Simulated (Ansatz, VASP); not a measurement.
**Re: VASP beside Ansatz**

```
CELL_PARAMETERS angstrom
4.96549 0.00000 0.00000
0.00000 4.96549 0.00000
0.00000 0.00000 4.96549
ATOMIC_POSITIONS crystal
Re 0.00000 0.00000 0.00000
Re 0.50000 0.50000 0.50000
Re 0.25000 0.00000 0.50000
Re 0.75000 0.00000 0.50000
Re 0.50000 0.25000 0.00000
Re 0.50000 0.75000 0.00000
Re 0.00000 0.50000 0.25000
Re 0.00000 0.50000 0.75000
```

Alike in both runs: functional revPBE; k mesh 5 × 5 × 5; occupations fermi-dirac, width 0.1 eV; no spin polarisation.

Ansatz relaxed the structure, and its values are those at the end. VASP's run is a single point on that final structure, the one shown.

|  | VASP | Ansatz |
| --- | --- | --- |
| version | VASP 6.6.1 | Ansatz 0.2.0 |
| potentials or method | VASP PAW PBE potentials, release 64 (Re) | plane waves (420 eV) with PAW, scalar-relativistic |
| plane-wave cutoff (eV) | 520 | 420 |
| valence electrons in the cell | 56 | 120 |

```tsv
	VASP	Ansatz	Ansatz less VASP
pressure (GPa)	-0.9	0.0	+0.88
```

The functional is the same, so the differences come from potentials, cutoffs and numerics. The two sets of potentials don't hold the same shells in valence.

Caveats: the PAW data sets were made with another functional, which shifts forces and pressure a little (VASP). The runs have no spin-orbit coupling, so splittings on Re are missing.
